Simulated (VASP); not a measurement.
Here is a VASP 6.6.1 calculation.

File INCAR:

```
SYSTEM = NaCl
PREC = Accurate
ENCUT = 600
EDIFF = 1E-7
ISMEAR = 0
SIGMA = 0.1
LREAL = .False.
LASPH = .True.
NELM = 60
ALGO = Fast
ISIF = 3
LWAVE = .False.
LCHARG = .False.
GGA = PS
IBRION = 2
NSW = 80
EDIFFG = -0.05
PSTRESS = 320.0
```

KPOINTS

```
Automatic mesh
0
Gamma
  6 6 6
  0 0 0
```

The input POSCAR:

```
NaCl
1.0
    3.5021900000      0.0000000000      0.0000000000
    0.0000000000      3.5021900000      0.0000000000
    0.0000000000      0.0000000000      3.5021900000
Na Cl
1 1
Direct
    0.0000000000      0.0000000000      0.0000000000
    0.5000000000      0.5000000000      0.5000000000
```

Potentials or basis: VASP PAW PBE potentials, release 64 (Na_pv, Cl).

The run is started by

```sh
$ cat potpaw_PBE.64/Na_pv/POTCAR potpaw_PBE.64/Cl/POTCAR > POTCAR
$ mpirun -np 1 vasp_std > vasp.out
```

Task: What does it give for the band gap on the k mesh?

Result: 4.72 eV, direct.

Task: Predict the relaxed volume.

Result: 13.55 Å³/atom.

Final structure:
```
CELL_PARAMETERS angstrom
3.00397 0.00000 0.00000
0.00000 3.00397 0.00000
0.00000 0.00000 3.00397
ATOMIC_POSITIONS crystal
Na 0.00000 0.00000 0.00000
Cl 0.50000 0.50000 0.50000
```

Caveat: the cell is relaxed towards a set pressure, so the enthalpy falls and the energy may rise; the volume moved by over 15 % at a fixed basis, so the end points are rough; the PAW data sets were made with another functional, which shifts forces and pressure a little. A k mesh can miss the band edges.
